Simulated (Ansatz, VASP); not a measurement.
# Cu3Au (Auricupride) in VASP and in Ansatz

```
Au Cu
1.0
     3.74000    0.00000    0.00000
     0.00000    3.74000    0.00000
     0.00000    0.00000    3.74000
Au Cu
1 3
Direct
  0.00000 0.00000 0.00000
  0.50000 0.50000 0.00000
  0.50000 0.00000 0.50000
  0.00000 0.50000 0.50000
```

Alike in both runs: task relaxation of cell and atoms; functional revPBE; k mesh 7 × 7 × 7; occupations fermi-dirac, width 0.05 eV; no spin polarisation.

```csv
,VASP,Ansatz
version,VASP 6.6.1,Ansatz 0.2.0
potentials or method,"VASP PAW PBE potentials, release 64 (Au, Cu)",Ansatz PAW
plane-wave cutoff (eV),600,420
valence electrons in the cell,44,76
```

VASP gave:

- gap on the k mesh at the Fermi level, each at its own relaxed structure (eV): none
- relaxed volume (Å³/atom): 13.85
- relaxed cell length with the largest relative difference (Å): 3.812
- energy change over the relaxation (meV/atom): -20

Task: Which values does Ansatz return?

Result: gap on the k mesh at the Fermi level, each at its own relaxed structure (eV): none; relaxed volume (Å³/atom): 13.83; relaxed cell length with the largest relative difference (Å): 3.810; energy change over the relaxation (meV/atom): -18.

A gap of «none» marks a metal or a gap that the smearing closes. The two sets of potentials don't hold the same shells in valence.

Caveats: the PAW data sets were made with another functional, which shifts forces and pressure a little (VASP); the plane-wave basis is chosen anew once the cell has moved, so the energies of steps on either side of that aren't comparable (Ansatz); the PAW data sets come from PBE, with cores solved anew for the run's functional, which leaves a small shift of forces and pressure (Ansatz). Zero-point motion and thermal expansion aren't in these numbers. The runs have no spin-orbit coupling, so splittings on Au are missing.
